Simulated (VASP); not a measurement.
# Sc: restarted molecular dynamics, 2 variants

Sc, P-1 (no. 2), 8 atoms in the cell. PBE, molecular dynamics; PAW potentials Sc_sv (PBE set).

| Restart from | Temperature at the end (K) | The same without a restart (K) | Potential energy at the end (eV/atom) | The same without a restart (eV/atom) | Electronic steps in the first step after the restart | Time (s) |
|---|---|---|---|---|---|---|
| CONTCAR with velocities, WAVECAR read | 180.0 | 180.0 | -6.08594 | -6.08595 | 5 | 361 |
| CONTCAR with velocities, no WAVECAR | 180.0 | 180.0 | -6.08594 | -6.08595 | 38 | 404 |

Limits: 120 fs of 8 atoms are too short for converged averages; the cell is only 5.3 Å across, so each atom moves in step with near copies of itself.

## Input of the first row

INCAR.step1:
```
  ALGO = Fast
  ANDERSEN_PROB = 0.0
  EDIFF = 1E-6
  ENCUT = 230
  GGA = PE
  IBRION = 0
  ISIF = 2
  ISMEAR = -1
  ISYM = 0
  KPAR = 2
  LASPH = T
  LCHARG = F
  LREAL = Auto
  LWAVE = T
  MDALGO = 1
  NELM = 60
  NELMIN = 4
  NSW = 30
  POTIM = 2.0
  PREC = Normal
  RANDOM_SEED = 487553 0 0
  SIGMA = 0.05
  TEBEG = 1000
```

INCAR.step2, as INCAR.step1 but for:
```
- LWAVE = T
+ LWAVE = F
```

KPOINTS:
```
k-points
0
Monkhorst-Pack
  2 2 2
```

POSCAR.step1:
```
Sc
1.0
    6.4039233644      0.0000000000      0.0000000000
    3.0042156746      5.6882812084      0.0000000000
    3.0979872474      1.8528936060      5.3483624778
Sc
8
Direct
    0.0000000000      0.0000000000      0.0000000000
    0.0000000000      0.0000000000      0.5000000000
    0.0000000000      0.5000000000      0.0000000000
    0.0000000000      0.5000000000      0.5000000000
    0.5000000000      0.0000000000      0.0000000000
    0.5000000000      0.0000000000      0.5000000000
    0.5000000000      0.5000000000      0.0000000000
    0.5000000000      0.5000000000      0.5000000000
```

Commands (each step's output is kept before the next begins):
```
cat potpaw_PBE.64/Sc_sv/POTCAR > POTCAR
cp INCAR.step1 INCAR
cp POSCAR.step1 POSCAR
mpirun -np 2 vasp_std > vasp.out
cp CONTCAR POSCAR
cp INCAR.step2 INCAR
mpirun -np 2 vasp_std > vasp.out
```

Changes of the last row against the first:
```
(step 1)
- LWAVE = True
+ LWAVE = False
```

VASP 6.6.1 took 361 s on 2 cores (Intel Xeon Platinum 8259CL @ 2.50GHz (Skylake/Cascade Lake)), a shared host.
